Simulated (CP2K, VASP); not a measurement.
This is a calculation of TiO2 for VASP 6.6.1. The cell is a database's computed one, not the measured one.

Contents of INCAR:

```
SYSTEM = TiO2
ALGO = Normal ; EDIFF = 1E-6
EDIFFG = -0.01 ; ENCUT = 600
IBRION = 2 ; ISIF = 3
ISMEAR = -1 ; LASPH = .True.
LCHARG = .False. ; LREAL = .False.
LWAVE = .False. ; NELM = 100
NSW = 60 ; PREC = Accurate
SIGMA = 0.05
```

File KPOINTS:

```
k-points
0
Gamma
  6 6 9
  0 0 0
```

File POSCAR:

```
TiO2
1.0
    4.5998373239      0.0000000000      0.0000000000
    0.0000000000      4.5998373239      0.0000000000
    0.0000000000      0.0000000000      2.9592135600
Ti O
2 4
Direct
    0.0000000000      0.0000000000      0.5000000000
    0.5000000000      0.5000000000      0.0000000000
    0.3043213200      0.3043213200      0.5000000000
    0.1956786800      0.8043213200      0.0000000000
    0.8043213200      0.1956786800      0.0000000000
    0.6956786800      0.6956786800      0.5000000000
```

Potentials or basis: VASP PAW LDA potentials, release 64 (Ti_sv, O).

The run is started by

```sh
$ cat potpaw_LDA.64/Ti_sv/POTCAR potpaw_LDA.64/O/POTCAR > POTCAR
$ mpirun -np 1 vasp_std > vasp.out
```

Question: Translate it to CP2K 2026.2. Potentials or basis there: GTH_POTENTIALS Ti GTH-PADE-q12, O GTH-PADE-q6; TZVP-MOLOPT-PBE-GTH basis.

Answer: As run (cutoffs and basis follow the program's own potentials, and thresholds, step limits or extra output files can differ):

File tio2_vcrelax.inp:

```
&GLOBAL
  PROJECT tio2_vcrelax
  RUN_TYPE CELL_OPT
  PRINT_LEVEL LOW
&END GLOBAL
&FORCE_EVAL
  METHOD QS
  STRESS_TENSOR ANALYTICAL
  &DFT
    BASIS_SET_FILE_NAME BASIS_MOLOPT_UZH
    POTENTIAL_FILE_NAME GTH_POTENTIALS
    &MGRID
      CUTOFF 600
      REL_CUTOFF 60
      NGRIDS 4
    &END MGRID
    &QS
      METHOD GPW
      EPS_DEFAULT 1.0E-10
      EXTRAPOLATION USE_PREV_P
    &END QS
    &KPOINTS
      SCHEME MONKHORST-PACK 6 6 9
      GAMMA_CENTERED T
    &END KPOINTS
    &SCF
      SCF_GUESS ATOMIC
      EPS_SCF 1.0E-6
      MAX_SCF 100
      ADDED_MOS 24
      CHOLESKY OFF
      EPS_EIGVAL 1.0E-7
      &DIAGONALIZATION ON
        ALGORITHM STANDARD
      &END DIAGONALIZATION
      &MIXING ON
        METHOD BROYDEN_MIXING
        ALPHA 0.4
        BETA 1.5
        NBUFFER 8
      &END MIXING
      &SMEAR ON
        METHOD FERMI_DIRAC
        ELECTRONIC_TEMPERATURE 580.23
      &END SMEAR
    &END SCF
    &XC
      &XC_FUNCTIONAL
        &LDA_X
        &END LDA_X
        &LDA_C_PW
        &END LDA_C_PW
      &END XC_FUNCTIONAL
    &END XC
    &PRINT
      &KPOINTS ON
      &END KPOINTS
      &MULLIKEN ON
        &EACH
          CELL_OPT 0
        &END EACH
        ADD_LAST NUMERIC
      &END MULLIKEN
      &MO ON
        ENERGIES T
        OCCUPATION_NUMBERS T
        &EACH
          QS_SCF 0
          CELL_OPT 0
        &END EACH
        ADD_LAST NUMERIC
      &END MO
    &END PRINT
  &END DFT
  &SUBSYS
    &CELL
      A 4.5998373239 0.0000000000 0.0000000000
      B 0.0000000000 4.5998373239 0.0000000000
      C 0.0000000000 0.0000000000 2.9592135600
      PERIODIC XYZ
    &END CELL
    &COORD
      Ti  0.0000000000 0.0000000000 1.4796067800
      Ti  2.2999186620 2.2999186620 0.0000000000
      O   1.3998285662 1.3998285662 1.4796067800
      O   0.9000900958 3.6997472281 0.0000000000
      O   3.6997472281 0.9000900958 0.0000000000
      O   3.2000087577 3.2000087577 1.4796067800
    &END COORD
    &KIND Ti
      BASIS_SET TZVP-MOLOPT-PBE-GTH-q12
      POTENTIAL GTH-PADE-q12
    &END KIND
    &KIND O
      BASIS_SET TZVP-MOLOPT-PBE-GTH-q6
      POTENTIAL GTH-PADE-q6
    &END KIND
    &PRINT
      &ATOMIC_COORDINATES ON
      &END ATOMIC_COORDINATES
      &CELL ON
      &END CELL
      &SYMMETRY ON
      &END SYMMETRY
    &END PRINT
  &END SUBSYS
  &PRINT
    &FORCES ON
    &END FORCES
    &STRESS_TENSOR ON
    &END STRESS_TENSOR
  &END PRINT
&END FORCE_EVAL
&MOTION
  &CELL_OPT
    OPTIMIZER BFGS
    MAX_ITER 40
    MAX_FORCE [eV*angstrom^-1] 0.03
    RMS_FORCE [eV*angstrom^-1] 0.03
    MAX_DR 1.0E-2
    RMS_DR 1.0E-2
    EXTERNAL_PRESSURE [bar] 0.0
    PRESSURE_TOLERANCE [bar] 500
    KEEP_SPACE_GROUP T
  &END CELL_OPT
  &PRINT
    &TRAJECTORY ON
    &END TRAJECTORY
    &CELL ON
    &END CELL
    &FORCES ON
    &END FORCES
    &STRESS ON
    &END STRESS
    &RESTART OFF
    &END RESTART
    &RESTART_HISTORY OFF
    &END RESTART_HISTORY
  &END PRINT
&END MOTION
```

Potentials or basis: GTH_POTENTIALS Ti GTH-PADE-q12, O GTH-PADE-q6; TZVP-MOLOPT-PBE-GTH basis.

Run with:

```sh
$ OMP_NUM_THREADS=1 cp2k.psmp -i tio2_vcrelax.inp -o tio2_vcrelax.out
```

Both were run:

|  | VASP | CP2K |
| --- | --- | --- |
| Relaxed volume | 10.09 Å³/atom | 10.07 Å³/atom |
| Relaxed cell | a = 4.552 Å, b = 4.552 Å, c = 2.921 Å, α = 90.00°, β = 90.00°, γ = 90.00° | a = 4.548 Å, b = 4.548 Å, c = 2.922 Å, α = 90.00°, β = 90.00°, γ = 90.00° |
| Space group after relaxing | P4_2/mnm (No. 136) | P4_2/mnm (No. 136) |
| Pressure after relaxing | 0.0 GPa | 0.0 GPa |

The two programs' LDA may be different fits to the electron gas.

Pressure is positive in compression.
